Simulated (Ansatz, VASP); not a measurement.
## One calculation of MgO, two programs

The input INCAR:

```
SYSTEM = MgO
PREC = Accurate
ENCUT = 520
EDIFF = 1E-7
ISMEAR = -1
SIGMA = 0.01
LREAL = .False.
LASPH = .True.
NELM = 60
ALGO = Normal
ISIF = 2
LWAVE = .False.
LCHARG = .False.
GGA = PE
NBANDS = 11
```

File KPOINTS:

```
Automatic mesh
0
Gamma
  11 11 11
  0 0 0
```

POSCAR

```
MgO
1.0
    0.0000000000      2.1038258084      2.1992045000
    2.1038258084      0.0000000000      2.1992045000
    2.1038258084      2.1038258084      0.0000000000
Mg O
1 1
Direct
    0.0000000000      0.0000000000      0.0000000000
    0.5000000000      0.5000000000      0.5000000000
```

Input for Ansatz:

```yaml
crystal:
  lattice:
    - [0.0, 2.1038258084, 2.1992045]
    - [2.1038258084, 0.0, 2.1992045]
    - [2.1038258084, 2.1038258084, 0.0]
  atoms:
    - { symbol: Mg, position: [0.0, 0.0, 0.0] }
    - { symbol: O, position: [0.5, 0.5, 0.5] }
kpoints:
  mp_grid: { grid: [11, 11, 11] }
scf:
  occupations: { method: fermi_dirac, width: 0.01 }
hamiltonian:
  xc: pbe
  pseudopotentials: { kind: all_electron, lapw: { basis_error: 0.001 } }
output:
  forces: true
  stress: true
  eigenvalues: true
```

Change from the starting cell: z stretched by +3 % at fixed volume.

Alike in both runs: task single point; functional PBE; k mesh 11 × 11 × 11; occupations fermi-dirac, width 0.01 eV; no spin polarisation.

|  | VASP | Ansatz |
| --- | --- | --- |
| version | VASP 6.6.1 | Ansatz 0.2.0 |
| potentials or method | VASP PAW PBE potentials, release 64 (Mg, O) | all-electron LAPW, scalar-relativistic |
| plane-wave cutoff (eV) | 520 | see its input |

|  | VASP | Ansatz | Ansatz less VASP |
| --- | --- | --- | --- |
| gap on the k mesh at the Fermi level (eV) | 4.27 | 4.28 | +0.013 |
| pressure (GPa) | -1.9 | -1.1 | +0.80 |
| largest component of the traceless stress (GPa) | 4.54 | 4.55 | +0.015 |

Ansatz ran all-electron here, so the differences hold the error of VASP's frozen core and of both bases.
